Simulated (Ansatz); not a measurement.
A 2-atom cell of BAs started from a crystallographic database, relaxed with r2SCAN, was run in Ansatz 0.2.0 under altered settings. All numbers are computed, without spin polarisation but where a row says otherwise.

```yaml
crystal:
  lattice:
    - [0.00000, 2.39187, 2.39187]
    - [2.39187, 0.00000, 2.39187]
    - [2.39187, 2.39187, 0.00000]
  atoms:
    - { symbol: B, position: [0.00000, 0.00000, 0.00000] }
    - { symbol: As, position: [0.25000, 0.25000, 0.25000] }
```

The base run's other keys:
```yaml
kpoints:
  mp_grid: { grid: [4, 4, 4] }
hamiltonian:
  xc: hse06
scf:
  occupations: { method: fixed }
  n_extra_bands: 4
```

It takes 12 iterations with 531 plane waves at 420 eV and 8 k points, and leaves a mean stress of -0.45 GPa. The gap over this mesh is 2.109 eV. It ran on 4 threads of Arm Neoverse V2, on a shared host.

Outcomes, with energy and stress as changes against the base:
```csv
setting,outcome,ΔF (meV/atom),Δ mean stress (GPa),gap on the mesh (eV),iterations,wall time
"PBE hybrid, exx coeff -0.2, omega 0.1 1/Å",refused,–,–,–,–,0.01 s
"PBE hybrid, exx coeff 0.5, unscreened",converged,–,-3.1,4.280,16,2.9 s
"PBE hybrid, exx coeff 0.2, unscreened",converged,–,+0.5,2.540,12,2.5 s
scf.occupations: gaussian 1.5,converged,-19.7,0.0,2.056,16,2.8 s
"kpoints.mp_grid.grid: [2, 4, 6]","converged, warned",+179,+1.5,2.034,15,4.4 s
```
A dash marks a value that wasn't obtained or can't be compared. Stress is positive in compression. Its mean hides that meshes of lower symmetry stress the axes unequally. The base took 2.6 s.

- PBE hybrid, exx coeff -0.2, omega 0.1 1/Å. The input is refused before any iteration. Error: invalid value for `hamiltonian.xc.exx.coeff`: must be finite and in (0, 1]; got -0.2
- PBE hybrid, exx coeff 0.5, unscreened. That is 50 % exact exchange, at all ranges, against HSE06's 25 % screened at 0.208 1/Å. The mean stress moves by -3.1 GPa and the gap on the mesh by +2.171 eV (to 4.280). Totals of different functionals aren't comparable.
- PBE hybrid, exx coeff 0.2, unscreened. That is 20 % exact exchange, at all ranges, against HSE06's 25 % screened at 0.208 1/Å. The mean stress moves by +0.5 GPa and the gap on the mesh by +0.431 eV (to 2.540). Totals of different functionals aren't comparable.
- scf.occupations: gaussian 1.5. The free energy moves by -19.7 meV an atom, the mean stress by 0.0 GPa and the gap on the mesh by -0.053 eV (to 2.056). The term −TS is -82 meV an atom. A width of 1.5 eV moves electrons across a gap of 2.11 eV: this is no longer the ground state.
- kpoints.mp_grid.grid: [2, 4, 6]. The free energy moves by +179 meV an atom, the mean stress by +1.5 GPa (single components by up to 5.6) and the gap on the mesh by -0.074 eV (to 2.034). The mesh breaks the crystal's symmetry, so the stress, and any force that symmetry no longer fixes, lose it too. The mesh is too coarse. Warned: symmetry narrowed by mesh.

The runs are scalar-relativistic, without spin-orbit coupling.

The program warns that its thresholds are loose for a hybrid's stress.

The meshes of the hybrids are coarse, so their gaps aren't converged to the digits shown.
